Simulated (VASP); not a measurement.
Runs of VASP 6.6.1 on Pd. It takes space group I4/mmm (No. 139, tetragonal). The conventional cell has a = 2.739 Å, b = 2.739 Å, c = 4.168 Å, α = 90.00°, β = 90.00°, γ = 90.00°. Around Pd (site symmetry 4/mmm) lie 12 Pd at 2.74 to 2.85 Å. The cell was built by a generator and needn't be a form met in nature.

| task | cell | k mesh | cutoff (eV) | mesh quality | gap on the mesh (eV) | pressure (GPa) |
| --- | --- | --- | --- | --- | --- | --- |
| single point | I4/mmm, 15.64 Å³/atom | 10 × 10 × 10 | 520 | not flagged | none | (a) |
| single point | Im-3m, 15.55 Å³/atom | 8 × 8 × 8 | 520 | not flagged | none | -4.8 |
| relaxation of cell and atoms | relaxed | 8 × 8 × 8 | 600 | coarse | none | 0.4 |
| single point | I4/mmm, 14.97 Å³/atom | 8 × 8 × 8 | 520 | coarse | none | 0.9 |

Alike in all rows: level r2SCAN; potentials or basis VASP PAW PBE potentials, release 64 (Pd); no spin polarisation; smearing gaussian 0.1 eV.

Q: Estimate the missing entries.

A: (a) -6.9.

Caveats: some runs use coarse meshes; the PAW data sets were made with another functional, which shifts forces and pressure a little.

A k mesh can miss the band edges, and the runs leave out spin-orbit coupling on Pd.

A gap of «none» marks a metal or a gap under the smearing width.
